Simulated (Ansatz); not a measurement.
Below is a relaxed structure of BaZrO3. It was relaxed at this level from a cell as deposited in COD.

Level of theory: Ansatz 0.2.0, DFT PBE, scalar-relativistic, plane waves, PAW. Cutoff 420 eV, Γ-centred mesh, Gaussian smearing, no spin polarisation.

```cif
data_structure
_symmetry_space_group_name_H-M 'P 1'
_symmetry_Int_Tables_number 1
_cell_length_a 4.2275
_cell_length_b 4.2275
_cell_length_c 4.2275
_cell_angle_alpha 90.000
_cell_angle_beta 90.000
_cell_angle_gamma 90.000
_cell_volume 75.55
loop_
_atom_site_label
_atom_site_type_symbol
_atom_site_fract_x
_atom_site_fract_y
_atom_site_fract_z
_atom_site_occupancy
Ba1 Ba 0.50000 0.50000 0.50000 1
Zr1 Zr 0.00000 0.00000 0.00000 1
O1 O 0.50000 0.00000 0.00000 1
O2 O 0.00000 0.50000 0.00000 1
O3 O 0.00000 0.00000 0.50000 1
```

Formation energies are uncorrected and refer to the elements' standard structures at the same level (O₂ as a molecule).

Question: What space group does it have?

Answer: Pm-3m (No. 221), the cubic perovskite type. Conventional cell: a = 4.227 Å. Around Ba lie 12 O at 2.99 Å and 8 Zr at 3.66 Å; Zr has 6 O at 2.11 Å and 8 Ba at 3.66 Å; O is surrounded by 2 Zr at 2.11 Å, 4 Ba at 2.99 Å and 8 O at 2.99 Å.

Question: What is its formation energy per atom?

Answer: −3.283 eV/atom. A negative formation energy is needed for stability but isn't enough: competing phases decide.

Question: Is it a metal?

Answer: No, the gap on the 6×6×6 mesh is 3.18 eV.

The last run used a 6×6×6 mesh for its 5-atom cell and Gaussian smearing of 0.02 eV. Kohn–Sham gaps at this level usually fall short of measured ones. A structure relaxed within its symmetry needn't be a true minimum.
